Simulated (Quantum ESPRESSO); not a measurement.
Runs of Quantum ESPRESSO 7.5 on ZrC. It takes space group F-43m (No. 216, cubic). Conventional cell: a = 5.091 Å, b = 5.091 Å, c = 5.091 Å, α = 90.00°, β = 90.00°, γ = 90.00°. Zr (site symmetry -43m) is surrounded by 4 C at 2.20 Å. C (site symmetry -43m) is surrounded by 4 Zr at 2.20 Å. The cell was built by a generator and needn't be a form met in nature.

```csv
task,level,potentials or basis,U,cell,k mesh,cutoff (eV),smearing,start of the occupations,hubbard projectors,form of the LDA correlation,mixing beta,q mesh,gap on the mesh (eV),pressure (GPa)
Hubbard U by linear response,LDA+U,PseudoDojo 0.4.1 SR LDA standard,Zr d U = 6.0 eV,as given,6 × 6 × 6,1116,cold 0.2 eV,default,ortho-atomic,PW92,0.3,2 × 2 × 2,0.62,(a)
Hubbard U by linear response,LDA+U,PseudoDojo 0.4.1 SR LDA standard,Zr d U = 0.0001 eV,as given,6 × 6 × 6,1116,cold 0.2 eV,default,ortho-atomic,PW92,0.3,2 × 2 × 2,0.49,-7.0
Hubbard U by linear response,LDA+U,PseudoDojo 0.4.1 SR LDA standard,Zr d U = 4.0 eV,as given,6 × 6 × 6,1116,cold 0.2 eV,default,ortho-atomic,PW92,0.3,2 × 2 × 2,0.53,-1.9
phonons,PBE,SG15 PBE 1.2,-,relaxed,9 × 9 × 9,1197,gaussian 0.272 eV,-,-,-,0.5,-,(b),-0.1
Hubbard U by linear response,LDA+U,PseudoDojo 0.4.1 SR LDA standard,Zr d U = 8.0 eV,as given,6 × 6 × 6,1116,cold 0.2 eV,default,ortho-atomic,PW92,0.3,2 × 2 × 2,0.72,(c)
```

Alike in all rows: no spin polarisation.

Problem. Estimate the missing entries.

Solution. (a) 1.1; (b) 0.56; (c) 4.5.

Caveats: this smearing can shift energies of a crystal with a gap (some runs); the U is typed as a test and isn't derived for this compound (some runs); on a mesh that holds Γ this program's dielectric tensor can be off by some percent beyond the error of the mesh (some runs); the gap is small at this level, which inflates the dielectric constant (some runs); an odd mesh through Γ misses points on the zone boundary, where band edges often lie (some runs).

A k mesh can miss the band edges, and the runs leave out spin-orbit coupling on Zr.

Not every run made on this cell is shown here.
